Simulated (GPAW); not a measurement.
# GaN (F-43m) in GPAW: settings compared, part 2 of 4

GPAW 26.7.0.

## Step 3: Phonons, revTPSS+D3(BJ)+ATM

Input file run.py:

```python
import json
import numpy as np
from ase import Atoms
from ase.calculators.mixing import SumCalculator
from ase.constraints import FixSymmetry
from ase.filters import FrechetCellFilter
from ase.io import read, write
from ase.optimize import BFGS
from dftd3.ase import DFTD3
from phonopy import Phonopy
from phonopy.structure.atoms import PhonopyAtoms
from gpaw import GPAW, PW

atoms = read('GaN.cif')

calc = GPAW(mode=PW(800),
            xc='MGGA_X_REVTPSS+MGGA_C_REVTPSS',
            kpts={'size': (10, 10, 10), 'gamma': True},
            occupations={'name': 'fermi-dirac', 'width': 0.05},
            nbands=11,
            convergence={'density': 1e-06, 'eigenstates': 1e-09},
            eigensolver='davidson',
            maxiter=150,
            txt='gpaw.txt')
atoms.calc = SumCalculator([calc, DFTD3(damping='d3bj', params_tweaks=dict(method='revtpss', atm=True))])
atoms.set_constraint(FixSymmetry(atoms))
BFGS(FrechetCellFilter(atoms), trajectory='relax.traj', logfile='-').run(fmax=0.005, steps=40)
atoms.set_constraint()
energy = atoms.get_potential_energy()
forces = atoms.get_forces()
stress = atoms.get_stress()
calc.write('gs.gpw')
write('result.traj', atoms)
print('Cell:', atoms.cell.cellpar().round(4))
print(atoms.get_scaled_positions().round(5))

def force_constants(scale):
    unit = PhonopyAtoms(symbols=atoms.get_chemical_symbols(), cell=atoms.cell[:] * scale**(1 / 3),
                        scaled_positions=atoms.get_scaled_positions())
    ph = Phonopy(unit, supercell_matrix=np.diag([1, 1, 1]), primitive_matrix=np.eye(3), symprec=1e-4)
    ph.generate_displacements(distance=0.03)
    forces = []
    for i, sc in enumerate(ph.supercells_with_displacements):
        a = Atoms(sc.symbols, cell=sc.cell, scaled_positions=sc.scaled_positions, pbc=True)
        c = GPAW(mode=PW(680),
                 xc='MGGA_X_REVTPSS+MGGA_C_REVTPSS',
                 kpts={'size': (10, 10, 10), 'gamma': True},
                 occupations={'name': 'fermi-dirac', 'width': 0.05},
                 nbands=11,
                 convergence={'density': 1e-06, 'eigenstates': 1e-09},
                 eigensolver='davidson',
                 maxiter=150,
                 txt=f'disp-{scale:.3f}-{i:02d}.txt')
        a.calc = SumCalculator([c, DFTD3(damping='d3bj', params_tweaks=dict(method='revtpss', atm=True))])
        f = a.get_forces()
        forces.append(f - f.mean(axis=0))
        print(f'displacement {i}: drift', f.mean(axis=0).round(5), flush=True)
    ph.forces = forces
    ph.produce_force_constants()
    ph.symmetrize_force_constants()
    return ph

qpoints = [[0.0, 0.0, 0.0]]
results = {}
for scale in [1.0]:
    ph = force_constants(scale)
    ph.run_qpoints(qpoints)
    nu = ph.qpoints.frequencies * 33.35641  # THz to cm^-1
    results[f'{scale:.3f}'] = nu.tolist()
    for qp, f in zip(qpoints, nu):
        print(scale, np.round(qp, 4), f.round(2))
json.dump(results, open('phonons.json', 'w'))
```

Input file GaN.cif:

```cif
data_GaN
_cell_length_a 3.18693112
_cell_length_b 3.18693112
_cell_length_c 3.18693112
_cell_angle_alpha 60.00000000
_cell_angle_beta 60.00000000
_cell_angle_gamma 60.00000000
_space_group_name_H-M_alt 'P1'
_space_group_name_Hall 'P 1'
_space_group_IT_number 1
loop_
_space_group_symop_operation_xyz
'x,y,z'
loop_
_atom_site_label
_atom_site_type_symbol
_atom_site_symmetry_multiplicity
_atom_site_Wyckoff_symbol
_atom_site_fract_x
_atom_site_fract_y
_atom_site_fract_z
_atom_site_occupancy
Ga1 Ga 1 a 0.0000000000 0.0000000000 0.0000000000 1
N1 N 1 a 0.2500000000 0.2500000000 0.2500000000 1
```

Potentials or basis: GPAW PAW data sets (gpaw-data 1.2.1), pw.

On the command line:

```bash
$ OMP_NUM_THREADS=1 python run.py
```

gpaw.txt:

```text
__  _  _
 | _ |_)|_||  |
 |__||  | ||/\| - 26.7.0

Input parameters:
  mode=PW(ecut=800.0),
  convergence={'density': 1e-06, 'eigenstates': 1e-09},
  eigensolver=Davidson(niter=2),
  kpts=MonkhorstPack(size=(10, 10, 10), gamma=True),
  maxiter=150,
  nbands=11,
  occupations=Occupations(name='fermi-dirac', width=0.05),
  xc=XC(name='MGGA_X_REVTPSS+MGGA_C_REVTPSS')

Diagonalizing LCAO Hamiltonian
Converting LCAO to pw mode

            N
       Ga

Atoms  # Å, Bohr magnetons
|   | symbol |        x |        y |        z |    initial magnetic moments |
|---|--------|----------|----------|----------|-----------------------------|
| 0 |     Ga | 0.000000 | 0.000000 | 0.000000 | ( 0.0000,  0.0000,  0.0000) |
| 1 |      N | 1.593466 | 0.919988 | 0.650530 | ( 0.0000,  0.0000,  0.0000) |
[... 167 lines left out ...]
SCF iterations
|iter     | |      energy | eigst |  dens |
|---------|-|-------------|-------|-------|
|iter:   1| |   63.678937 | +1.88 |       |
|iter:   2| |   -3.445132 | +1.23 | -0.47 |
|iter:   3| |   -8.973747 | -0.04 | -0.61 |
|iter:   4| |   -8.070934 | -1.84 | -0.54 |
|iter:   5| |   -6.904175 | -0.87 | -0.62 |
[... 517 lines left out ...]
|iter:  20| |   -6.932118c| -9.31c| -5.06 |
|iter:  21| |   -6.932118c|-10.48c| -5.96 |
|iter:  22| |   -6.932118c|-11.91c| -6.68c|

Converged in 22 steps
Energy contributions relative to reference atoms: (reference = -54366.393033)

Energy contributions:
  Kinetic:          25.668720
  Coulomb:         -22.656073
  Zero:              0.134671
  External:          0.000000
  Xc:              -10.079436
  Entropy:          -0.000000
  Spinorbit:         0.000000
  ----------------------------
  Free energy:      -6.932118
  Extrapolated:     -6.932118
[... 24 lines left out ...]
Stress tensor  # eV/Ang^3
|         x |         y |         z |
|-----------|-----------|-----------|
| -0.024714 | -0.000000 | -0.000000 |
| -0.000000 | -0.024714 |  0.000000 |
|  0.000000 |  0.000000 | -0.024714 |

Forces  # eV/Ang
|        x |        y |        z |
|----------|----------|----------|
|  0.00000 |  0.00000 |  0.00000 |  # Ga   0
| -0.00000 | -0.00000 | -0.00000 |  # N    1

Interpolating wave functions to new cell

            N
       Ga
[... 234 lines left out ...]
Stress tensor  # eV/Ang^3
|         x |         y |         z |
|-----------|-----------|-----------|
| -0.023960 |  0.000000 | -0.000000 |
| -0.000000 | -0.023960 |  0.000000 |
| -0.000000 |  0.000000 | -0.023960 |

Forces  # eV/Ang
|       x |        y |        z |
|---------|----------|----------|
| 0.00000 |  0.00000 |  0.00000 |  # Ga   0
| 0.00000 | -0.00000 | -0.00000 |  # N    1

# Writing to gs.gpw (mode='')
```

stdout:

```text
Step          Energy          fmax
BFGS:    0       -7.491960        0.418836
BFGS:    1       -7.499010        0.277236
BFGS:    2       -7.505367        0.008810
BFGS:    3       -7.505433        0.000253
Cell: [ 3.2159  3.2159  3.2159 60.     60.     60.    ]
[[0.   0.   0.  ]
 [0.25 0.25 0.25]]
displacement 0: drift [7.e-05 3.e-05 2.e-05]
displacement 1: drift [-8.e-05  8.e-05  6.e-05]
1.0 [0. 0. 0.] [ -0.     0.     0.   585.55 585.55 585.55]
```

It took 12 min on 1 thread of Arm Neoverse V1, shared host; peak memory 0.55 GiB.

Results:

```yaml
Free_energy: -7.5054 eV
Relaxed_volume: 11.76 Å³/atom
Relaxed_cell: a = 3.216 Å, b = 3.216 Å, c = 3.216 Å, α = 60.00°, β = 60.00°, γ = 60.00°
Space_group_after_relaxing_to_0.05_Å: F-43m (No. 216)
Pressure_after_relaxing: 0.0 GPa
Band_gap_on_the_k_mesh: 1.45 eV, direct
Highest_phonon_frequency_at_Γ_LO-TO_splitting_left_out: 586 cm⁻¹
Dispersion_energy_per_atom: -0.286 eV
```

Final structure:
```
CELL_PARAMETERS angstrom
3.21588 0.00000 0.00000
1.60794 2.78503 0.00000
1.60794 0.92834 2.62575
ATOMIC_POSITIONS crystal
Ga 0.00000 0.00000 0.00000
N 0.25000 0.25000 0.25000
```

Phonon frequencies in cm⁻¹ (negative: imaginary):
```csv
q point,frequencies
"(0.000, 0.000, 0.000)",0 0 0 586 586 586
```

Caveat: the cutoff is short for stress and forces, so pressures can be off by a GPa or more; the data sets keep Ga 3d, Li 1s and Be 1s frozen, and some such compounds lay over 1.5 % in volume off other programs; the LO-TO splitting is left out; the PAW data sets were made with another functional, which shifts forces and pressure a little.

## Step 4: Wannier functions, LDA

Input file run.py:

```python
import json
import numpy as np
from ase import Atoms
from ase.dft.bandgap import bandgap
from ase.dft.wannier import Wannier
from ase.io import write
from ase.units import GPa
from gpaw import GPAW, PW, setup_paths

setup_paths.insert(0, '.')

atoms = Atoms(['Ga', 'N'],
              cell=[[0.0, 2.2535006075, 2.2535006075],
                    [2.2535006075, 0.0, 2.2535006075],
                    [2.2535006075, 2.2535006075, 0.0]],
              scaled_positions=[[0.0, 0.0, 0.0],
                                [0.25, 0.25, 0.25]],
              pbc=True)

calc = GPAW(mode=PW(800),
            xc='LDA',
            kpts={'size': (10, 10, 10), 'gamma': True},
            occupations={'name': 'fermi-dirac', 'width': 0.05},
            nbands=11,
            convergence={'density': 1e-05, 'energy': 1e-05},
            maxiter=150,
            txt='gpaw.txt')
atoms.calc = calc
energy = atoms.get_potential_energy()
forces = atoms.get_forces()
stress = atoms.get_stress()
calc.write('gs.gpw')
write('result.traj', atoms)
print(f'Energy: {energy:.6f} eV')
print('Forces (eV/A):')
print(forces.round(4))
print('Stress (GPa):', (stress / GPa).round(3))
print('Fermi level:', round(calc.get_fermi_level(), 4), 'eV')
print(f'Gap: {bandgap(calc)[0]:.4f} eV, direct: {bandgap(calc, direct=True)[0]:.4f} eV')

nocc = int(round(calc.get_number_of_electrons() / 2))
full = calc.fixed_density(kpts={'size': (4, 4, 4), 'gamma': True}, symmetry='off', nbands=nocc + 6,
                          convergence={'bands': nocc}, txt='full.txt')
wan, values = None, []
for seed in range(6):  # several starts, since the search can end in a local maximum
    trial = Wannier(nwannier=nocc, calc=full, nbands=nocc, functional='std',
                    initialwannier='scdm' if seed == 0 else 'random', rng=np.random.RandomState(seed))
    trial.localize(tolerance=1e-6)
    values.append(trial.get_functional_value())
    print(f'start {seed}: functional {values[-1]:.5f}', flush=True)
    if values[-1] == max(values):
        wan = trial
wan.localize(step=0.1, tolerance=1e-8)
wan.translate_all_to_cell((0, 0, 0))
centres, spreads = wan.get_centers(), wan.get_spreads()
for x, s in zip(centres, spreads):
    d = np.linalg.norm(atoms.repeat(3).positions - atoms.cell.sum(0) - x, axis=1)
    print(x.round(4), f'spread {s:.4f} A^2, nearest {atoms[d.argmin() % len(atoms)].symbol} at {d.min():.3f} A')
onsite = wan.get_hopping((0, 0, 0)).diagonal().real
print('On-site energies:', onsite.round(4))
json.dump({'centres': centres.tolist(), 'spreads': spreads.tolist(), 'onsite': onsite.tolist(), 'values': values},
          open('wannier.json', 'w'))
```

Potentials or basis: PAW data sets generated in the run's folder for this functional, pw.

On the command line:

```bash
$ gpaw-setup -f LDA Ga N
$ OMP_NUM_THREADS=1 python run.py
```

gpaw.txt:

```text
__  _  _
 | _ |_)|_||  |
 |__||  | ||/\| - 26.7.0

Input parameters:
  mode=PW(ecut=800.0),
  convergence={'density': 1e-05, 'energy': 1e-05},
  kpts=MonkhorstPack(size=(10, 10, 10), gamma=True),
  maxiter=150,
  nbands=11,
  occupations=Occupations(name='fermi-dirac', width=0.05),
  xc=XC(name='LDA')

Diagonalizing LCAO Hamiltonian
Converting LCAO to pw mode

           N
       Ga

Atoms  # Å, Bohr magnetons
|   | symbol |        x |        y |        z |    initial magnetic moments |
|---|--------|----------|----------|----------|-----------------------------|
| 0 |     Ga | 0.000000 | 0.000000 | 0.000000 | ( 0.0000,  0.0000,  0.0000) |
| 1 |      N | 1.126750 | 1.126750 | 1.126750 | ( 0.0000,  0.0000,  0.0000) |

Unit cell  # Å
| periodic |        x |        y |        z |  lengths |    angles |
|----------|----------|----------|----------|----------|-----------|
|      yes | 0.000000 | 2.253501 | 2.253501 | 3.186931 | 60.000000 |
|      yes | 2.253501 | 0.000000 | 2.253501 | 3.186931 | 60.000000 |
[... 178 lines left out ...]
  Kinetic:          33.467437
  Coulomb:         -29.686332
  Zero:              0.148263
  External:          0.000000
  Xc:              -17.809734
  Entropy:          -0.000000
  Spinorbit:         0.000000
  ----------------------------
  Free energy:     -13.880365
  Extrapolated:    -13.880365

dipole moment: (-12.666393, -12.666393, -12.666393)  # |e|*Ang

Fermi level: 6.976
Eigenvalues  # (at kpt = [0.000, 0.000, 0.000])
| band index |      eig [eV] | occ [0-2] |
|------------|---------------|-----------|
|          0 |        -9.709 |     2.000 |
|          1 |         6.020 |     2.000 |
|          2 |         6.020 |     2.000 |
|          3 |         6.020 |     2.000 |
|          4 |         7.900 |     0.000 |
|          5 |        16.245 |     0.000 |
|          6 |        16.245 |     0.000 |
|          7 |        16.245 |     0.000 |
|          8 |        23.422 |     0.000 |
|          9 |        24.380 |     0.000 |
|         10 |        24.404 |     0.000 |

Gap: 1.880 eV
Transition (v -> c):
  (s=0, k=0, n=3, [0.00, 0.00, 0.00]) -> (s=0, k=0, n=4, [0.00, 0.00, 0.00])
No difference between direct/indirect transitions

Forces  # eV/Ang
|       x |        y |       z |
|---------|----------|---------|
| 0.00000 | -0.00000 | 0.00000 |  # Ga   0
| 0.00000 | -0.00000 | 0.00000 |  # N    1

Stress tensor  # eV/Ang^3
|         x |         y |         z |
|-----------|-----------|-----------|
| -0.005206 |  0.000000 |  0.000000 |
|  0.000000 | -0.005206 | -0.000000 |
|  0.000000 | -0.000000 | -0.005206 |

# Writing to gs.gpw (mode='')
```

Run time: 80 s. Hardware: 1 thread of Arm Neoverse V1, shared host; peak memory 0.22 GiB.

What came out:

* Free energy: -13.8804 eV
* Pressure: 0.8 GPa
* Band gap on the k mesh: 1.88 eV, direct
* Total Wannier spread: 3.92 Å² over 4 functions

Wannier centres (Å) and spreads (Å²):
| function | x | y | z | spread |
| --- | --- | --- | --- | --- |
| 1 | 0.823 | 1.445 | 1.441 | 0.979 |
| 2 | 1.444 | 1.441 | 0.821 | 0.979 |
| 3 | 1.441 | 0.822 | 1.444 | 0.979 |
| 4 | 0.821 | 0.823 | 0.822 | 0.979 |

Caveat: the data sets keep Ga 3d, Li 1s and Be 1s frozen, and some such compounds lay over 1.5 % in volume off other programs.

(Part 2 of 4 ends here.)
